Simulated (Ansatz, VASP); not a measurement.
One calculation of HfN, two programs

```
Hf N
1.0
     0.00000    2.45482    2.25844
     2.45482    0.00000    2.25844
     2.45482    2.45482    0.00000
Hf N
1 1
Direct
  0.00000 0.00000 0.00000
  0.75000 0.75000 0.75000
```

Change from the starting cell: strain +0.000 along x and y, -0.080 along z, atoms carried along.

Alike in both runs: task single point; functional PBEsol; k mesh 16 × 16 × 16; occupations gaussian, width 0.15 eV; no spin polarisation.

|  | VASP | Ansatz |
| --- | --- | --- |
| version | VASP 6.6.1 | Ansatz 0.2.0 |
| potentials or method | VASP PAW PBE potentials, release 64 (Hf_pv, N) | scalar-relativistic, plane waves, PAW |
| plane-wave cutoff (eV) | 520 | 420 |
| valence electrons in the cell | 15 | 31 |

|  | VASP | Ansatz | Ansatz less VASP |
| --- | --- | --- | --- |
| gap on the k mesh at the Fermi level (eV) | none | none | - |
| pressure (GPa) | 11.8 | 12.5 | +0.70 |
| largest component of the traceless stress (GPa) | 6.77 | 6.82 | +0.047 |

A gap of «none» marks a metal or a gap that the smearing closes. The functional is the same, so the differences come from potentials, cutoffs and numerics. The two sets of potentials don't hold the same shells in valence.

Caveats: the PAW data sets were made with another functional, which shifts forces and pressure a little (VASP). The runs have no spin-orbit coupling, so splittings on Hf are missing.
